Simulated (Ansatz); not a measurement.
# AlN (F-43m) in Ansatz: settings compared, part 2 of 2

Ansatz 0.2.0.

### 3 Single point, r2SCAN, 9.79 Å³/atom (volume scaled by 0.94)

File input.yaml:

```yaml
crystal:
  lattice:
    - [0.0, 2.1394097525, 2.1394097525]
    - [2.1394097525, 0.0, 2.1394097525]
    - [2.1394097525, 2.1394097525, 0.0]
  atoms:
    - { symbol: Al, position: [0.0, 0.0, 0.0] }
    - { symbol: "N", position: [0.25, 0.25, 0.25] }
hamiltonian:
  xc: r2scan
  pseudopotentials: { kind: paw }
kpoints:
  mp_grid: { grid: [10, 10, 10] }
scf:
  occupations: { method: fermi_dirac, width: 0.05 }
output:
  forces: true
  stress: true
  eigenvalues: true
```

Potentials or basis: Ansatz PAW.

Started as:

```sh
> ansatz run input.yaml --threads 2 --pin off --max-ram 5120MiB --backend cpu --events-out ev --progress --plain --runs-dir out
```

Standard output:

```text
Warning: RAYON_NUM_THREADS=2 ignored (pool sized by the plan → 2); use --threads N
Engine: ansatz 0.2.0, x86_64-unknown-linux-gnu
Pseudopotentials: kind: paw
Pseudopotential: Al, paw, valence charge 3, recommended cutoff 500 eV (meta_gga), Al.paw.azcp
Pseudopotential: N, paw, valence charge 5, recommended cutoff 500 eV (meta_gga), N.paw.azcp
Functional definition: r2SCAN
  parameter k0 = 0.174
  parameter k1 = 0.065
  parameter a1 = 4.9479
  exchange = r2scan_x(k0 = k0, k1 = k1, a1 = a1)
  correlation = r2scan_c
Crystal: 2 atoms, lattice volume = 19.584 Å³
Basis set: ecut = 500 eV, 531 PW (Γ), exchange–correlation on 96×96×96 points (64 copies of the dense FFT grid, shifted against one another)
Bands: 8, of which v1, the nominal top of the filled ones, is band 4 counted from 1 (3 counted from 0)
Symmetry: 24 space group operations
Space group: F-43m (ITA 216), of the structure as read, at distance tolerance 2.7e-5 Å
k-points: 47 of 1000 (time reversal used)
Non-local potential: Al, projectors of the file, l = 0: 2, l = 1: 2, l = 2: 1
Non-local potential: N, projectors of the file, l = 0: 2, l = 1: 2, l = 2: 1
PAW form: soft (Blöchl's): semilocal exchange-correlation on the pseudo side does not see the compensation charge
PAW frozen core: Al, regenerated for the run's functional (the file was generated under x = pbe(κ = 0.804, μ = 0.2195149727645171), c = pbe(β = 0.06672455060314922))
PAW frozen core: N, regenerated for the run's functional (the file was generated under x = pbe(κ = 0.804, μ = 0.2195149727645171), c = pbe(β = 0.06672455060314922))
PAW one-centre angular grid: Al, 302 points (default); XC on 160 Gauss nodes
PAW one-centre angular grid: N, 302 points (default); XC on 160 Gauss nodes
Initial density: superposition of atomic densities (neutral atoms: chi_scale 0, normalization atom), corrected by the library's trained network
Initial wavefunctions: pseudopotential atomic-orbital guess
Functional: x = r2scan, c = r2scan; τ floored in thin density (d = 2e-4 eV/Å³)
SCF iter   1: F=—  HF=-928.303106 eV  |F-HF|=—  |Δ(HF+E_count)|=         —  Δρ=6.95e-3  dr2=9.88e-3  dr2_τ=1.84e-1  ethr=1.77e-3  ⟨swp⟩=4.9  Hψ=2805  notcnv=0
preconditioner: auto → none  [insulator: Δε(μ)=4.005 eV  Ē_g=17.209 eV  σ=0.050 eV  W_gap=1.00  n_scr=0 (ndim 8)  ℏωp=23.7 eV  f_vac=0.000  D(μ)=0.00/eV (n_scr^D=0)  ε∞_Penn≈2.9]
SCF iter   2: F=—  HF=-928.380682 eV  |F-HF|=—  |Δ(HF+E_count)|=   7.76e-2  Δρ=4.62e-3  dr2=1.87e-3  dr2_τ=1.68e-4  ethr=1.23e-4  ⟨swp⟩=2.2  Hψ=1139  notcnv=0
SCF iter   3: F=—  HF=-928.380516 eV  |F-HF|=—  |Δ(HF+E_count)|=   1.66e-4  Δρ=8.86e-4  dr2=8.79e-5  dr2_τ=2.84e-5  ethr=2.34e-5  ⟨swp⟩=1.5  Hψ=399  notcnv=0
SCF iter   4: F=—  HF=-928.380507 eV  |F-HF|=—  |Δ(HF+E_count)|=   8.90e-6  Δρ=1.48e-4  dr2=4.23e-6  dr2_τ=2.75e-7  ethr=1.10e-6  ⟨swp⟩=2.1  Hψ=564  notcnv=0
SCF iter   5: F=—  HF=-928.380506 eV  |F-HF|=—  |Δ(HF+E_count)|=   9.04e-7  Δρ=6.62e-5  dr2=1.00e-6  dr2_τ=6.14e-8  ethr=5.29e-8  ⟨swp⟩=2.0  Hψ=543  notcnv=0
SCF iter   6: F=—  HF=-928.380506 eV  |F-HF|=—  |Δ(HF+E_count)|=   1.02e-7  Δρ=2.71e-5  dr2=1.67e-7  dr2_τ=2.48e-9  ethr=1.25e-8  ⟨swp⟩=1.8  Hψ=487  notcnv=0
SCF iter   7: F=-928.380506 eV  HF=-928.380506 eV  |F-HF|=5.41e-9  |Δ(HF+E_count)|=   2.71e-8  Δρ=6.39e-6  dr2=9.29e-9  dr2_τ=1.67e-10  ethr=1.25e-9  ⟨swp⟩=4.2  Hψ=1215  notcnv=0
SCF 1 converged in 7 iterations: F = -928.380506 eV  dr2 = 9.29e-9
SCF converged after 7 iterations
Free energy (F): -928.380506 eV
Harris-Foulkes:  -928.380506 eV  (|F-HF|=5.41e-9)
Internal energy: -928.380506 eV  (E = F + TS)
E sigma→0 (E₀):  -928.380506 eV
Fermi energy:    9.404941 eV
--- Per-component energies (eV) ---
  E_band       = 15.826785
  E_kinetic    = 163.408984
  E_local      = -217.850198  (includes V_loc(G=0)·N_el)
  E_nonlocal   = 54.999208
  E_hartree    = 76.578169
  E_xc         = -99.698266
  E_vxc        = -120.253694  (∫ρ·V_xc dr)
  E_paw        = -602.944186  (= ΣΔE_a)
  E_vpaw       = -24.043267  (= ΣTr[D̂ρ^β])
  E_aug_tail   = 0.000020  (compensation charges beyond the density's cutoff)
  E_vtau       = 6.410923  (kinetic-family band-sum trace: ∫τ·v_τ [+ j·A + Jᵃ·Aᵃ] dr)
  E_ewald      = -302.784566
  E_core_change = -0.089673  (= ΣΔE_core)
  E_smearing   = -0.000000  (= −TS)
  E_closure    = 0.000000  (closes the sum)
  Σ components = -928.380506   (vs F -928.380506, Δ=0.00e0)
--- Forces (eV/Å), atoms counted from 1 ---
  atom   1  Al     0.00000000    -0.00000000     0.00000000
  atom   2  N     -0.00000000     0.00000000     0.00000000
  max |Σ_I F_I| component: 2.50e-16 eV/Å
--- Stress (GPa, compression-positive) ---
       14.978744       0.000000      -0.000000
        0.000000      14.978744       0.000000
        0.000000       0.000000      14.978744
  P = ⅓ Tr σ = 14.9787 GPa (149.787 kbar)
--- Band table (eV; the first three rows and the last of 47) ---
  k-point 0: bands = ["-8.7487", "7.3610", "7.3610", "7.3610", "12.8015", "21.5450", "21.5451", "21.5451"]
  k-point 1: bands = ["-8.5913", "6.5525", "7.3083", "7.3083", "13.4518", "21.1597", "21.6918", "21.6918"]
  k-point 2: bands = ["-8.1438", "4.8751", "7.1764", "7.1764", "14.6207", "20.3397", "21.5108", "21.5108"]
  k-point 46: bands = ["-5.8184", "3.1142", "4.0924", "4.6235", "13.8934", "19.6067", "21.3088", "21.9773"]
```

Run time: 4.5 s. Hardware: 2 threads of Intel Xeon at 2.50GHz (Skylake/Cascade Lake), shared host; peak memory 0.35 GiB.

Results:

| Quantity | Value |
| --- | --- |
| Free energy | -928.3805 eV |
| Pressure | 15.0 GPa |
| Band gap on the k mesh | 3.99 eV, indirect (least direct gap 5.44 eV) |

Caveat: the PAW data sets come from PBE, with cores solved anew for the run's functional, which leaves a small shift of forces and pressure.

### 4 Single point, r2SCAN, 10.00 Å³/atom (volume scaled by 0.96)

Edit input.yaml of step 3 so:

```diff
@@ -2,5 +2,5 @@
   lattice:
-    - [0.0, 2.1394097525, 2.1394097525]
-    - [2.1394097525, 0.0, 2.1394097525]
-    - [2.1394097525, 2.1394097525, 0.0]
+    - [0.0, 2.1544765148, 2.1544765148]
+    - [2.1544765148, 0.0, 2.1544765148]
+    - [2.1544765148, 2.1544765148, 0.0]
   atoms:
@@ -19 +19,5 @@
   eigenvalues: true
+  write_density: true
+  write_potential: true
+  elf: true
+  volumetric_format: npy
```

Started as:

```sh
> ansatz run input.yaml --threads 2 --pin off --max-ram 5120MiB --backend cpu --events-out ev --progress --plain --runs-dir out
```

Wall time 6.2 s (2 threads of Intel Xeon at 2.50GHz (Skylake/Cascade Lake), shared host); peak memory 0.35 GiB.

The run converged. Its results:

| Quantity | Value |
| --- | --- |
| Free energy | -928.4123 eV |
| Pressure | 9.6 GPa |
| Band gap on the k mesh | 3.97 eV, indirect (least direct gap 5.24 eV) |

Caveat: the PAW data sets come from PBE, with cores solved anew for the run's functional, which leaves a small shift of forces and pressure.

### 5 Single point, r2SCAN, 10.21 Å³/atom (volume scaled by 0.98)

File input.yaml:

```yaml
crystal:
  lattice:
    - [0.0, 2.169335443, 2.169335443]
    - [2.169335443, 0.0, 2.169335443]
    - [2.169335443, 2.169335443, 0.0]
  atoms:
    - { symbol: Al, position: [0.0, 0.0, 0.0] }
    - { symbol: "N", position: [0.25, 0.25, 0.25] }
hamiltonian:
  xc: r2scan
  pseudopotentials: { kind: paw }
kpoints:
  mp_grid: { grid: [10, 10, 10] }
scf:
  occupations: { method: fermi_dirac, width: 0.05 }
output:
  forces: true
  stress: true
  eigenvalues: true
```

Started as:

```sh
> ansatz run input.yaml --threads 2 --pin off --max-ram 5120MiB --backend cpu --events-out ev --progress --plain --runs-dir out
```

Wall time 5 s (2 threads of Intel Xeon at 2.50GHz (Skylake/Cascade Lake), shared host); peak memory 0.35 GiB.

Results (log left out):

| Item | Value |
| --- | --- |
| Free energy | -928.4308 eV |
| Pressure | 4.7 GPa |
| Band gap on the k mesh | 3.96 eV, indirect (least direct gap 5.04 eV) |

Caveat: the PAW data sets come from PBE, with cores solved anew for the run's functional, which leaves a small shift of forces and pressure.

### 6 Single point, r2SCAN, 10.42 Å³/atom

Edit input.yaml of step 5 so:

```diff
@@ -2,5 +2,5 @@
   lattice:
-    - [0.0, 2.169335443, 2.169335443]
-    - [2.169335443, 0.0, 2.169335443]
-    - [2.169335443, 2.169335443, 0.0]
+    - [0.0, 2.1839935596, 2.1839935596]
+    - [2.1839935596, 0.0, 2.1839935596]
+    - [2.1839935596, 2.1839935596, 0.0]
   atoms:
@@ -19 +19,5 @@
   eigenvalues: true
+  write_density: true
+  write_potential: true
+  elf: true
+  volumetric_format: npy
```

Potentials or basis: Ansatz PAW.

Started as:

```sh
> ansatz run input.yaml --threads 2 --pin off --max-ram 5120MiB --backend cpu --events-out ev --progress --plain --runs-dir out
```

It took 5.7 s on 2 threads of Intel Xeon at 2.50GHz (Skylake/Cascade Lake), shared host; peak memory 0.36 GiB.

The run converged. Its results:

* Free energy: -928.4372 eV
* Pressure: 0.3 GPa
* Band gap on the k mesh: 3.94 eV, indirect (least direct gap 4.85 eV)

Caveat: the PAW data sets come from PBE, with cores solved anew for the run's functional, which leaves a small shift of forces and pressure.

### 7 Single point, r2SCAN, 10.63 Å³/atom (volume scaled by 1.02)

Edit input.yaml of step 6 so:

```diff
@@ -2,5 +2,5 @@
   lattice:
-    - [0.0, 2.1839935596, 2.1839935596]
-    - [2.1839935596, 0.0, 2.1839935596]
-    - [2.1839935596, 2.1839935596, 0.0]
+    - [0.0, 2.1984575146, 2.1984575146]
+    - [2.1984575146, 0.0, 2.1984575146]
+    - [2.1984575146, 2.1984575146, 0.0]
   atoms:
```

Started as:

```sh
> ansatz run input.yaml --threads 2 --pin off --max-ram 5120MiB --backend cpu --events-out ev --progress --plain --runs-dir out
```

Run time: 6.3 s. Hardware: 2 threads of Intel Xeon at 2.50GHz (Skylake/Cascade Lake), shared host; peak memory 0.36 GiB.

Results (log left out):

```
Free energy            : -928.4325 eV
Pressure               : -3.8 GPa
Band gap on the k mesh : 3.93 eV, indirect (least direct gap 4.67 eV)
```

Caveat: the PAW data sets come from PBE, with cores solved anew for the run's functional, which leaves a small shift of forces and pressure.

### 8 Single point, r2SCAN, 10.83 Å³/atom (volume scaled by 1.04)

File input.yaml:

```yaml
crystal:
  lattice:
    - [0.0, 2.2127336128, 2.2127336128]
    - [2.2127336128, 0.0, 2.2127336128]
    - [2.2127336128, 2.2127336128, 0.0]
  atoms:
    - { symbol: Al, position: [0.0, 0.0, 0.0] }
    - { symbol: "N", position: [0.25, 0.25, 0.25] }
hamiltonian:
  xc: r2scan
  pseudopotentials: { kind: paw }
kpoints:
  mp_grid: { grid: [10, 10, 10] }
scf:
  occupations: { method: fermi_dirac, width: 0.05 }
output:
  forces: true
  stress: true
  eigenvalues: true
```

Started as:

```sh
> ansatz run input.yaml --threads 2 --pin off --max-ram 5120MiB --backend cpu --events-out ev --progress --plain --runs-dir out
```

It took 5.2 s on 2 threads of Intel Xeon at 2.50GHz (Skylake/Cascade Lake), shared host; peak memory 0.35 GiB.

Results (log left out):

| Quantity | Value |
| --- | --- |
| Free energy | -928.4179 eV |
| Pressure | -7.4 GPa |
| Band gap on the k mesh | 3.91 eV, indirect (least direct gap 4.49 eV) |

Caveat: the PAW data sets come from PBE, with cores solved anew for the run's functional, which leaves a small shift of forces and pressure.

### 9 Single point, r2SCAN, 11.04 Å³/atom (volume scaled by 1.06)

Edit input.yaml of step 8 so:

```diff
@@ -2,5 +2,5 @@
   lattice:
-    - [0.0, 2.2127336128, 2.2127336128]
-    - [2.2127336128, 0.0, 2.2127336128]
-    - [2.2127336128, 2.2127336128, 0.0]
+    - [0.0, 2.2268278375, 2.2268278375]
+    - [2.2268278375, 0.0, 2.2268278375]
+    - [2.2268278375, 2.2268278375, 0.0]
   atoms:
```

Potentials or basis: Ansatz PAW.

Started as:

```sh
> ansatz run input.yaml --threads 2 --pin off --max-ram 5120MiB --backend cpu --events-out ev --progress --plain --runs-dir out
```

It took 5.9 s on 2 threads of Intel Xeon at 2.50GHz (Skylake/Cascade Lake), shared host; peak memory 0.35 GiB.

Results (log left out):

```yaml
Free_energy: -928.3942 eV
Pressure: -10.7 GPa
Band_gap_on_the_k_mesh: 3.89 eV, indirect (least direct gap 4.32 eV)
```

Caveat: the PAW data sets come from PBE, with cores solved anew for the run's functional, which leaves a small shift of forces and pressure.

### 10 Equation of state, r2SCAN

No new run: the results of the series are fitted here.

What came out:

- Equilibrium volume: 10.43 Å³/atom
- Bulk modulus: 210 GPa
- Pressure derivative of the bulk modulus: 3.8

Energy against volume, from the lowest point:
```tsv
volume (Å³/atom)	energy (meV/atom)
9.792	28.33
10.001	12.42
10.209	3.18
10.417	0.00
10.626	2.32
10.834	9.64
11.042	21.49
```

Caveat: the PAW data sets were made with another functional, which shifts forces and pressure a little.
